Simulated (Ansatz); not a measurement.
Runs of Ansatz 0.2.0 on CrCuO2. Symmetry: R-3m, No. 166, trigonal system. The conventional cell has a = 2.973 Å, b = 2.973 Å, c = 17.100 Å, α = 90.00°, β = 90.00°, γ = 120.00°. Around Cu (site symmetry -3m) lie 2 O at 1.85 Å. Cr (site symmetry -3m) is surrounded by 6 O at 1.99 Å. O (site symmetry 3m) is surrounded by 1 Cu at 1.85 Å and 3 Cr at 1.99 Å. 

| task | level | smearing | points for each segment of the path | gap on the mesh (eV) | pressure (GPa) | moment (μB) | largest force (eV/Å) |
| --- | --- | --- | --- | --- | --- | --- | --- |
| single point | PBE | gaussian 0.011 eV | - | 1.11 | 4.1 | 3.00 | 0.03 |
| band structure | PBEsol | fermi-dirac 0.05 eV | 14 | 0.97 | (a) | 3.00 | 0.06 |
| band structure | PBE | fermi-dirac 0.05 eV | 14 | 1.11 | 4.1 | 3.00 | 0.03 |
| band structure | RPBE | fermi-dirac 0.05 eV | 14 | 1.14 | (b) | 3.00 | 0.01 |

Alike in all rows: potentials or basis Ansatz PAW; spin collinear, ferromagnetic start; cell as given; k mesh 10 × 10 × 10; cutoff (eV) 420.

Task: Fill in the values left out.

Result: (a) -3.6; (b) 9.4.

Caveats: only a ferromagnetic start was run, and an antiferromagnetic order may lie lower in energy; the PAW data sets come from PBE, with cores solved anew for the run's functional, which leaves a small shift of forces and pressure (some runs).

A k mesh can miss the band edges.
